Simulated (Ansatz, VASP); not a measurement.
# Two plane-wave programs on Rh

```
CELL_PARAMETERS angstrom
2.72694 0.00000 0.00000
-1.36347 2.36160 0.00000
0.00000 0.00000 8.89637
ATOMIC_POSITIONS crystal
Rh 0.00000 0.00000 0.00000
Rh 0.00000 0.00000 0.50000
Rh 0.33333 0.66667 0.25000
Rh 0.66667 0.33333 0.75000
```

Alike in both runs: task single point; functional LDA; k mesh 15 × 15 × 4; occupations fermi-dirac, width 0.1 eV; no spin polarisation.

|  | VASP | Ansatz |
| --- | --- | --- |
| version | VASP 6.6.1 | Ansatz 0.2.0 |
| potentials or method | VASP PAW LDA potentials, release 64 (Rh_pv) | plane waves (420 eV) with PAW, scalar-relativistic |
| plane-wave cutoff (eV) | 520 | 420 |
| valence electrons in the cell | 60 | 68 |

Ansatz gave:

```
pressure (GPa)                                  : -19.9
largest component of the traceless stress (GPa) : 0.16
```

Problem. What did VASP give for the same quantities?

Solution. Pressure (GPa): -19.1; largest component of the traceless stress (GPa): 0.16.

The two sets of potentials don't hold the same shells in valence. Ansatz warned: «pseudo_functional_mismatch».

Caveats: so large a pressure means that the cell lies far from this level's equilibrium, or that cutoff or potentials fall short (VASP).
